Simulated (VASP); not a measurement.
# TiSi2 (Zhiqinite) (Fddd) in VASP: a series of runs

The runs below take TiSi2 (Zhiqinite) through relaxation of cell and atoms, with PBE.

Program: VASP 6.6.1. These are calculated values, not measurements. Logs are shortened: lines on timing, memory, paths and dates and some standing lists are left out, and cuts for length are marked.

### Step 1. Starting point

It takes space group Fddd (No. 70, orthorhombic). The conventional cell has a = 4.773 Å, b = 8.236 Å, c = 8.523 Å, α = 90.00°, β = 90.00°, γ = 90.00°. Ti (site symmetry 222) is surrounded by 10 Si at 2.54 to 2.75 Å. Si (site symmetry 2) is surrounded by 5 Ti at 2.54 to 2.75 Å and 5 Si at 2.54 to 2.75 Å.

### Step 2. Relaxation of cell and atoms, PBE

Contents of INCAR:

```
  PREC = Accurate
  ENCUT = 300
  EDIFF = 1E-6
  ISMEAR = 1
  SIGMA = 0.1
  LREAL = F
  LASPH = T
  NELM = 80
  ALGO = Normal
  ISIF = 3
  LWAVE = F
  LCHARG = F
  GGA = PE
  IBRION = 2
  NSW = 90
  EDIFFG = -0.01
  KPAR = 2
```

Contents of KPOINTS:

```
Automatic mesh
0
Gamma
  5 5 5
```

Contents of POSCAR:

```
TiSi2
1.0
    0.0000000000      4.1180000000      4.2615000000
    2.3865000000      0.0000000000      4.2615000000
    2.3865000000      4.1180000000      0.0000000000
Ti Si
2 4
Direct
    0.7500000000      0.7500000000      0.7500000000
    0.5000000000      0.5000000000      0.5000000000
    0.0830000000      0.4170000000      0.0830000000
    0.4170000000      0.0830000000      0.4170000000
    0.1670000000      0.8330000000      0.1670000000
    0.8330000000      0.1670000000      0.8330000000
```

Potentials or basis: VASP PAW PBE potentials, release 64 (Ti, Si).

Command:

```sh
cat potpaw_PBE.64/Ti/POTCAR potpaw_PBE.64/Si/POTCAR > POTCAR
mpirun -np 2 vasp_std > vasp.out
```

OUTCAR:

```text
PREC = Accurate
   ENCUT = 300
   EDIFF = 1E-6
   ISMEAR = 1
   LREAL = F
   LASPH = T
   NELM = 80
   ISIF = 3
   GGA = PE
   IBRION = 2
   NSW = 90
   EDIFFG = -0.01

 ion  position               nearest neighbor table
   1  0.750  0.750  0.750-   6 2.54   5 2.54   6 2.54   5 2.54   3 2.74   4 2.74   4 2.75   4 2.75
                             3 2.75   3 2.75
   2  0.500  0.500  0.500-   3 2.54   4 2.54   3 2.54   4 2.54   5 2.74   6 2.74   5 2.75   5 2.75
                             6 2.75   6 2.75
   3  0.083  0.417  0.083-   2 2.54   2 2.54   5 2.54   5 2.54   1 2.74   4 2.75   4 2.75   4 2.75
                             1 2.75   1 2.75
   4  0.417  0.083  0.417-   2 2.54   2 2.54   6 2.54   6 2.54   1 2.74   3 2.75   3 2.75   3 2.75
                             1 2.75   1 2.75
   5  0.167  0.833  0.167-   1 2.54   1 2.54   3 2.54   3 2.54   2 2.74   6 2.75   6 2.75   6 2.75
                             2 2.75   2 2.75
   6  0.833  0.167  0.833-   1 2.54   1 2.54   4 2.54   4 2.54   2 2.74   5 2.75   5 2.75   5 2.75
                             2 2.75   2 2.75

  LATTYP: Found a face centered orthorhombic cell.
 ALAT       =     4.7730000000
 B/A-ratio  =     1.7255394930
 C/A-ratio  =     1.7856693903

  Lattice vectors:

 A1 = (   0.0000000000,   4.1180000000,   4.2615000000)
 A2 = (   2.3865000000,   0.0000000000,   4.2615000000)
 A3 = (   2.3865000000,   4.1180000000,   0.0000000000)

Analysis of symmetry for initial positions (statically):
=====================================================================
 Subroutine PRICEL returns:
 Original cell was already a primitive cell.

 Routine SETGRP: Setting up the symmetry group for a
 face centered orthorhombic supercell.

 Subroutine GETGRP returns: Found  8 space group operations
 (whereof  4 operations were pure point group operations)
 out of a pool of  8 trial point group operations.

The static configuration has the point symmetry D_2 .
 The point group associated with its full space group is D_2h.

Analysis of symmetry for dynamics (positions and initial velocities):
=====================================================================
 Subroutine PRICEL returns:
 Original cell was already a primitive cell.

 Routine SETGRP: Setting up the symmetry group for a
 face centered orthorhombic supercell.

 Subroutine GETGRP returns: Found  8 space group operations
 (whereof  4 operations were pure point group operations)
 out of a pool of  8 trial point group operations.

The dynamic configuration has the point symmetry D_2 .
 The point group associated with its full space group is D_2h.

 Subroutine INISYM returns: Found  8 space group operations
 (whereof  4 operations are pure point group operations),
 and found     1 'primitive' translations

----------------------------------------------------------------------------------------

                                     Primitive cell

  volume of cell :      83.7607

  direct lattice vectors                    reciprocal lattice vectors
     0.000000000  4.118000000  4.261500000    -0.209511837  0.121418164  0.117329579
     2.386500000  0.000000000  4.261500000     0.209511837 -0.121418164  0.117329579
     2.386500000  4.118000000  0.000000000     0.209511837  0.121418164 -0.117329579

  length of vectors
     5.926070051  4.884236327  4.759548954     0.269079562  0.269079562  0.269079562

  position of ions in fractional coordinates (direct lattice)
     0.750000000  0.750000000  0.750000000
     0.500000000  0.500000000  0.500000000
     0.083000000  0.417000000  0.083000000
     0.417000000  0.083000000  0.417000000
     0.167000000  0.833000000  0.167000000
     0.833000000  0.167000000  0.833000000

  ion indices of the primitive-cell ions
   primitive index   ion index
                 1           1
                 2           2
                 3           3
                 4           4
                 5           5
                 6           6

----------------------------------------------------------------------------------------

 KPOINTS: Automatic mesh

Automatic generation of k-mesh.
 Grid dimensions read from file:
 generate k-points for:    5    5    5

 Generating k-lattice:

  Cartesian coordinates                     Fractional coordinates (reciprocal lattice)
    -0.041902367  0.024283633  0.023465916     0.200000000  0.000000000  0.000000000
     0.041902367 -0.024283633  0.023465916     0.000000000  0.200000000  0.000000000
     0.041902367  0.024283633 -0.023465916     0.000000000  0.000000000  0.200000000

  Length of vectors
     0.053815912  0.053815912  0.053815912

  Shift w.r.t. Gamma in fractional coordinates (k-lattice)
     0.000000000  0.000000000  0.000000000

 Subroutine IBZKPT returns following result:
 ===========================================

 Found     27 irreducible k-points:

 Following reciprocal coordinates:
            Coordinates               Weight
  0.000000  0.000000  0.000000      1.000000
  0.200000  0.000000  0.000000      8.000000
  0.400000  0.000000  0.000000      8.000000
  0.200000  0.200000  0.000000      2.000000
  0.400000  0.200000  0.000000      8.000000
 -0.400000  0.200000  0.000000      8.000000
[... 16 lines left out ...]
 -0.400000 -0.000000  0.400000      4.000000
 -0.400000  0.200000  0.400000      4.000000
 [... further k-points ...]
   k-points           NKPTS =     27   k-points in BZ     NKDIM =     27   number of bands    NBANDS=     16
   number of dos      NEDOS =    301   number of ions     NIONS =      6
   total plane-waves  NPLWV =  28224
   dimension x,y,z NGX =    36 NGY =   28 NGZ =   28
   dimension x,y,z NGXF=    72 NGYF=   56 NGZF=   56
   ions per type =               2   4
   NGX,Y,Z   is equivalent  to a cutoff of  10.10,  9.53,  9.78 a.u.
   NGXF,Y,Z  is equivalent  to a cutoff of  20.20, 19.06, 19.56 a.u.
 SYSTEM =  unknown system
   PREC   = accura    normal or accurate (medium, high low for compatibility)
   ISTART =      0    job   : 0-new  1-cont  2-samecut
   ICHARG =      2    charge: 1-file 2-atom 10-const
   ISPIN  =      1    spin polarized calculation?
   LNONCOLLINEAR =      F non collinear calculations
   LSORBIT =      F    spin-orbit coupling
   LASPH  =      T    aspherical Exc in radial PAW
   ENCUT  =  300.0 eV  22.05 Ry    4.70 a.u.   8.37  6.90  6.72*2*pi/ulx,y,z
   NELM   =     80;   NELMIN=  2; NELMDL= -5     # of ELM steps
   EDIFF  = 0.1E-05   stopping-criterion for ELM
   LREAL  =      F    real-space projection
   EDIFFG = -.1E-01   stopping-criterion for IOM
   NSW    =     90    number of steps for IOM
   IBRION =      2    ionic relax: 0-MD 1-quasi-New 2-CG
   NFREE  =      1    steps in history (QN), initial steepest desc. (CG)
   ISIF   =      3    stress and relaxation
   ISYM   =      2    0-nonsym 1-usesym 2-fastsym
   POTIM  = 0.5000    time-step for ionic-motion
   TEBEG  =    0.0;   TEEND  =   0.0 temperature during run
   PSTRESS=    0.0 pullay stress
   NELECT =      24.0000    total number of electrons
   NUPDOWN=      -1.0000    fix difference up-down
   EMIN   =  10.00;   EMAX   =-10.00  energy-range for DOS
   EFERMI =   0.00;   METHOD = LEGACY
   ISMEAR =     1;   SIGMA  =   0.10  broadening in eV -4-tet -1-fermi 0-gaus
   EFERMI_NEDOS =   21; number of points for ismear=-14 and -15
   IALGO  =     38    algorithm
   IMIX   =      4    mixing-type and parameters
     AMIX     =   0.40;   BMIX     =  1.00
     AMIX_MAG =   1.60;   BMIX_MAG =  1.00
  volume/ion in A,a.u.               =      13.96        94.21
  Fermi-wavevector in a.u.,A,eV,Ry     =   1.079274  2.039533 15.848514  1.164833
  Thomas-Fermi vector in A             =   2.215235
   LORBIT       =      0    0 simple, 1 ext, 2 COOP (PROOUT), +10 PAW based schemes
   GGA     = PE    functional components
   LHFCALC =     F    Hartree Fock is set to
   AEXX    =    0.0000 exact exchange contribution
   IVDW    =     0    specifies the selected vdW correction
   LEPSILON=     F    determine dielectric tensor
   LRPA    =     F    only Hartree local field effects (RPA)
 conjugate gradient relaxation of ions
 non-spin polarized calculation
 Methfessel and Paxton  Order N= 1 SIGMA  =   0.10
  energy-cutoff  :      300.00
  volume of cell :       83.76
 maximum number of plane-waves:      1004
 NGX is ok and might be reduce to    36
   NGX = 17   NGY = 13   NGZ = 13

--------------------------------------- Ionic step        1  -------------------------------------------

 number of electron      23.9999999 magnetization

 Free energy of the ion-electron system (eV)
  ---------------------------------------------------
  ext. energy  EPLUGINS =         0.00000000
  ---------------------------------------------------
  free energy    TOTEN  =       -40.45049713 eV

  energy without entropy =      -40.44914694  energy(sigma->0) =      -40.45004707

------------------------ aborting loop because EDIFF is reached ----------------------------------------

  FORCE on cell =-STRESS in cart. coord.  units (eV):
  Direction    XX          YY          ZZ          XY          YZ          ZX
  --------------------------------------------------------------------------------------
  -------------------------------------------------------------------------------------
  Total        1.1087353      0.2373368      1.7278672      0.0000000      0.0000000      0.0000000
  in kB       21.2079262      4.5397853     33.0507014      0.0000000      0.0000000      0.0000000
  external PRESSURE =      19.5994710 kB  Pullay stress =       0.0000000 kB
[... 265 lines left out ...]
  energy  without entropy=      -40.4801609942  energy(sigma->0) =      -40.48137283

--------------------------------------- Ionic step        8  -------------------------------------------

 number of electron      24.0000002 magnetization

 Free energy of the ion-electron system (eV)
  ---------------------------------------------------
  ext. energy  EPLUGINS =         0.00000000
  ---------------------------------------------------
  free energy    TOTEN  =       -40.48203925 eV

  energy without entropy =      -40.48020754  energy(sigma->0) =      -40.48142868

 E-fermi :   7.7940     XC(G=0): -11.5138

 val. band max:        7.7868624993   @ k =  -0.4000   0.4000   0.2000
 cond. band min:       7.8254520565   @ k =   0.4000   0.0000   0.0000
 fundamental gap:      0.0385895572
 Fermi energy:         7.7940404864

 k-point     1 :       0.0000    0.0000    0.0000
  band No.  band energies     occupation
      1      -4.6527      2.00000
      2       1.1753      2.00000
      3       2.1918      2.00000
      4       2.5082      2.00000
      5       2.8463      2.00000
      6       4.1695      2.00000
[... 8 lines left out ...]
     15      10.9550      0.00000
     16      11.1132      0.00000
[... 420 lines left out ...]
  band No.  band energies     occupation
      1      -3.0509      2.00000
      2      -1.5728      2.00000
      3       0.6779      2.00000
      4       1.5456      2.00000
      5       4.1980      2.00000
      6       4.5204      2.00000
[... 8 lines left out ...]
     15      10.3356      0.00000
     16      10.5305      0.00000

 [... further k-points ...]

------------------------ aborting loop because EDIFF is reached ----------------------------------------

  FORCE on cell =-STRESS in cart. coord.  units (eV):
  Direction    XX          YY          ZZ          XY          YZ          ZX
  --------------------------------------------------------------------------------------
  -------------------------------------------------------------------------------------
  Total        0.0565222      0.0081960      0.0155122      0.0000000      0.0000000      0.0000000
  in kB        1.0687723      0.1549766      0.2933183      0.0000000      0.0000000      0.0000000
  external PRESSURE =       0.5056891 kB  Pullay stress =       0.0000000 kB
[... 21 lines left out ...]
  FREE ENERGIE OF THE ION-ELECTRON SYSTEM (eV)
  ---------------------------------------------------
  free  energy   TOTEN  =       -40.4820392515 eV

  energy  without entropy=      -40.4802075437  energy(sigma->0) =      -40.48142868

 reached required accuracy - stopping structural energy minimisation
```

It took 55 s on 2 MPI ranks of Intel Xeon Platinum 8488C (Sapphire Rapids), shared host; peak memory 0.16 GiB.

Results:

```
Free energy                            : -40.4820 eV
Relaxed volume                         : 14.12 Å³/atom
Relaxed cell                           : a = 5.956 Å, b = 4.920 Å, c = 4.765 Å, α = 75.89°, β = 53.23°, γ = 50.88°
Space group after relaxing (to 0.05 Å) : Fddd (No. 70)
Energy gained by relaxing              : 5.3 meV/atom
Ionic steps                            : 8
Pressure after relaxing                : 0.1 GPa
Largest force after relaxing           : 0.006 eV/Å
Band gap on the k mesh                 : none (metal or under the smearing width)
```

Forces in eV/Å, atoms in the order of the input:
```
Ti   0.000  0.000  0.000
Ti   0.000  0.000  0.000
Si   0.000  0.006  0.000
Si   0.000 -0.006  0.000
Si   0.000 -0.006  0.000
Si   0.000  0.006  0.000
```

Stress tensor (GPa, compression positive):
```
0.11 0.00 0.00
0.00 0.02 0.00
0.00 0.00 0.03
```

The path:
```csv
step,energy change (eV),largest force (eV/Å),pressure (GPa),volume (Å³)
1,0.0000,0.2686,1.96,83.76
2,-0.0110,0.1838,-1.99,85.84
3,-0.0153,0.2102,-0.66,85.11
4,-0.0245,0.1334,-0.34,84.92
5,-0.0300,0.0191,0.19,84.65
6,-0.0315,0.0089,-0.11,84.83
7,-0.0315,0.0103,-0.08,84.81
8,-0.0315,0.0057,0.05,84.73
```

Final structure:
```xyz
6
Lattice="0.0000 4.1220 4.2997 2.3904 0.0000 4.2997 2.3904 4.1220 0.0000" Properties=species:S:1:pos:R:3 pbc="T T T"
Ti    3.5855    6.1830    6.4496
Ti    2.3904    4.1220    4.2997
Si    1.1952    0.7293    2.1499
Si    1.1952    3.3927    2.1499
Si    2.3904    1.3317    4.2997
Si    2.3904    6.9123    4.2997
```

Caveat: the cutoff is under 1.25 times the usual one of these potentials, so pressure, stress and relaxed cells hold a basis-set (Pulay) error. Zero-point motion and thermal expansion aren't in these numbers.

### Step 3. Relaxation of cell and atoms, PBE

This run uses another cell than the first one, of 14.12 Å³/atom, 1.012 times its volume.

Edit INCAR of step 2 so:

```diff
@@ -2,3 +2,3 @@
   ENCUT = 300
-  EDIFF = 1E-6
+  EDIFF = 1E-7
   ISMEAR = 1
@@ -15,3 +15,3 @@
   NSW = 90
-  EDIFFG = -0.01
+  EDIFFG = -0.005
   KPAR = 2
```

KPOINTS is that of step 2.

Contents of POSCAR:

```
TiSi2                                   
1.0
    0.0000000000      4.1220026203      4.2997431973
    2.3903599659      0.0000000000      4.2997431973
    2.3903599659      4.1220026203      0.0000000000
  Ti              Si            
     2     4
Direct
     0.7500000000000000    0.7500000000000000    0.7500000000000000
     0.5000000000000000    0.5000000000000000    0.5000000000000000
     0.0884587909717230    0.4115412090282770    0.0884587909717230
     0.4115412090282770    0.0884587909717230    0.4115412090282770
     0.1615412090282770    0.8384587909717232    0.1615412090282770
     0.8384587909717232    0.1615412090282770    0.8384587909717232
```

Potentials or basis: VASP PAW PBE potentials, release 64 (Ti, Si).

Command:

```sh
cat potpaw_PBE.64/Ti/POTCAR potpaw_PBE.64/Si/POTCAR > POTCAR
mpirun -np 2 vasp_std > vasp.out
```

Wall time 23 s (2 MPI ranks of Intel Xeon Platinum 8488C (Sapphire Rapids), shared host); peak memory 0.16 GiB.

It converged, with:

- Free energy: -40.4833 eV
- Relaxed volume: 14.13 Å³/atom
- Relaxed cell: a = 5.957 Å, b = 4.920 Å, c = 4.765 Å, α = 75.89°, β = 53.23°, γ = 50.88°
- Space group after relaxing (to 0.05 Å): Fddd (No. 70)
- Energy gained by relaxing: 0.0 meV/atom
- Ionic steps: 3
- Pressure after relaxing: 0.0 GPa
- Largest force after relaxing: 0.005 eV/Å
- Band gap on the k mesh: none (metal or under the smearing width)

Forces in eV/Å, atoms in the order of the input:
```
Ti   0.000  0.000  0.000
Ti   0.000  0.000  0.000
Si   0.000  0.005  0.000
Si   0.000 -0.005  0.000
Si   0.000 -0.005  0.000
Si   0.000  0.005  0.000
```

Final structure:
```
CELL_PARAMETERS angstrom
0.00000 4.12219 4.30017
2.39101 0.00000 4.30017
2.39101 4.12219 0.00000
ATOMIC_POSITIONS crystal
Ti 0.75000 0.75000 0.75000
Ti 0.50000 0.50000 0.50000
Si 0.08848 0.41152 0.08848
Si 0.41152 0.08848 0.41152
Si 0.16152 0.83848 0.16152
Si 0.83848 0.16152 0.83848
```

Levels at points of the mesh, in eV from the Fermi level:
```csv
k point,band 9,band 10,band 11,band 12,band 13,band 14,band 15,band 16
"(0.00, 0.00, 0.00)",-2.19,-1.95,-1.66,-1.19,-0.84,2.07,3.16,3.32
```

Caveat: the cutoff is under 1.25 times the usual one of these potentials, so pressure, stress and relaxed cells hold a basis-set (Pulay) error.
